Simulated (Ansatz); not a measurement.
# Bismuth, diamond under PBE: from relaxation to bulk modulus

The plan for bismuth in the diamond structure: relax it, solve it on a dense k-mesh, switch on spin-orbit coupling, then scale the cell to 7 volumes from 88 to 112 % of the relaxed one and try a fit of the equation of state. The k-meshes are 8×8×8 for the relaxation; 12×12×12 for the dense run; 8×8×8 for spin-orbit coupling; 12×12×12 for the volumes.

Computed with Ansatz 0.2.0 (DFT PBE, plane waves (420 eV) with PAW, scalar-relativistic, unless a step says otherwise).

## 1. The structure to begin with

The structure is cubic, space group Fd-3m (No. 227). The conventional cell has a = 7.007 Å, b = 7.007 Å, c = 7.007 Å, α = 90.00°, β = 90.00°, γ = 90.00°. Bi (site symmetry -43m) has 4 Bi at 3.03 Å as nearest neighbours.

Structure file:

```cif
data_structure
_symmetry_space_group_name_H-M 'P 1'
_symmetry_Int_Tables_number 1
_cell_length_a 4.9544
_cell_length_b 4.9544
_cell_length_c 4.9544
_cell_angle_alpha 60.000
_cell_angle_beta 60.000
_cell_angle_gamma 60.000
_cell_volume 85.99
loop_
_atom_site_label
_atom_site_type_symbol
_atom_site_fract_x
_atom_site_fract_y
_atom_site_fract_z
_atom_site_occupancy
Bi1 Bi 0.12500 0.12500 0.12500 1
Bi2 Bi 0.87500 0.87500 0.87500 1
```

## 2. Geometry optimisation

input.yaml reads:

```yaml
crystal:
  lattice:
    - [0.0, 3.5033007048, 3.5033007048]
    - [3.5033007048, 0.0, 3.5033007048]
    - [3.5033007048, 3.5033007048, 0.0]
  atoms:
    - { symbol: Bi, position: [0.125, 0.125, 0.125] }
    - { symbol: Bi, position: [0.875, 0.875, 0.875] }
hamiltonian:
  xc: pbe
  pseudopotentials:
    kind: paw
    azcp:
      Bi: "pseudopotentials/Bi.paw.azcp"
basis:
  ecutwfc: 420
  fft_grid_basis: typed
kpoints:
  mp_grid: { grid: [8, 8, 8], shift: [0, 0, 0] }
magnetization:
  spin_polarized: false
scf:
  occupations: { method: fermi_dirac, width: 0.1 }
relax:
  max_steps: 60
  f_tol: 0.01
  cell: {}
```

After this run come: Dense single point; A two-component run at the same geometry; Equation of state: 88 %; Equation of state: 92 %; Equation of state: 96 %; Equation of state: 100 %; Equation of state: 104 %; Equation of state: 108 %; Equation of state: 112 %.

**Question.** What will these runs give? Wanted: space group; conventional cell; volume; shortest distance; gap on the mesh; relative to A7 rhombohedral; V₀, B₀, B₀′.

The runs gave:

```
                      quantity                         value
space group (spins left aside)               Fd-3m (No. 227)
             conventional cell                   a = 7.294 Å
                        volume                48.507 Å³/atom
             shortest distance                       3.158 Å
               gap on the mesh  none (levels filled in part)
   relative to A7 rhombohedral                 +192 meV/atom
                   V₀, B₀, B₀′   48.353 Å³/atom, 29 GPa, 4.4
```

**Reading.** From the guessed start the volume grew by 12.8 % in 5 steps. Against the reference form of bismuth (A7 rhombohedral, computed apart with the same settings) it stands 192 meV/atom higher, so it is far from stable. No gap shows: it is a metal or semimetal at this level. The total energy of the spin-orbit run lies -42.0 eV/atom from the scalar one, but the two kinds of run don't share a zero of energy: only differences within one kind count. The fitted modulus is 29 GPa. The symmetry was held, so the structure may be unstable against distortions that break it.
